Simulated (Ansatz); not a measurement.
**AgBr under changes of volume**

One of the cells (23.644 Å³/atom); the others are scaled copies at fixed shape and fractional positions:

```xyz
2
Lattice="0.0000 2.8702 2.8702 2.8702 0.0000 2.8702 2.8702 2.8702 0.0000" Properties=species:S:1:pos:R:3 pbc="T T T"
Ag    0.0000    0.0000    0.0000
Br    2.8702    2.8702    2.8702
```

| Item | Value |
| --- | --- |
| Program | Ansatz 0.2.0 |
| Functional | PBE |
| Potentials or basis | Ansatz PAW |
| Cutoff | 420 eV (not typed: the program's choice for these potentials) |
| k mesh | 8 × 8 × 8 |
| Occupations | fermi-dirac, width 0.05 eV |
| Spin | no spin polarisation |

| volume (Å³/atom) | energy over the lowest point (meV/atom) | pressure (GPa) | gap on the mesh (eV) |
| --- | --- | --- | --- |
| 22.225 | 44.45 | 6.0 | 0.67 |
| 22.698 | 28.81 | 4.6 | 0.67 |
| 23.171 | 17.00 | 3.4 | 0.67 |
| 23.644 | ? | ? | ? |
| 24.116 | 3.16 | 1.4 | 0.68 |
| 24.589 | 0.40 | 0.5 | 0.68 |
| 25.062 | 0.00 | -0.2 | 0.69 |

Problem. What does the run at 23.644 Å³/atom give?

Solution. Energy over the lowest point 8.58 meV/atom; pressure 2.3 GPa; gap on the mesh 0.67 eV.

Worked out: A Birch-Murnaghan fit of order 3 (a polynomial in V^(-2/3)) to the other rows has its minimum at 24.91 Å³/atom with B0 = V·E''(V) = 39 GPa and B' = 5.3. It gives 8.57 meV/atom at 23.644 Å³/atom, against the run's 8.58, and -dE/dV = 2.3 GPa, against 2.3. A straight line through the other rows of the gap, of slope 0.16 eV per unit of ln V, gives 0.68 eV, against the run's 0.67.

Energies are extrapolated to zero smearing.

A mesh can miss the band edges. Spin-orbit coupling on Ag, Br is left out.
